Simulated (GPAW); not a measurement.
Crystal: CdF2.

```xyz
3
Lattice="0.0000 2.6940 2.6940 2.6940 0.0000 2.6940 2.6940 2.6940 0.0000" Properties=species:S:1:pos:R:3 pbc="T T T"
Cd    0.0000    0.0000    0.0000
F     4.0410    4.0410    4.0410
F     1.3470    1.3470    1.3470
```

Base run:

```yaml
Program: GPAW 26.7.0
Functional: PBE
Potentials_or_basis: GPAW PAW data sets (gpaw-data 1.2.1)
Cutoff: 800 eV
Basis: pw
k_mesh: 9 × 9 × 9
Occupations: fermi-dirac, width 0.05 eV
Spin: no spin polarisation
```

Its results: band gap on the k mesh 3.10 eV, indirect (least direct gap 3.54 eV); pressure 3.6 GPa.

The run is repeated on the same cell with these changes: functional from PBE to r2SCAN. What comes out?

Band gap on the k mesh 3.79 eV, indirect (least direct gap 4.23 eV); pressure -1.8 GPa.

r2SCAN gives the wider gap, since meta-GGAs in the generalised Kohn-Sham scheme recover part of the derivative discontinuity.

Caveats: the PAW data sets were made with another functional, which shifts forces and pressure a little (some runs).
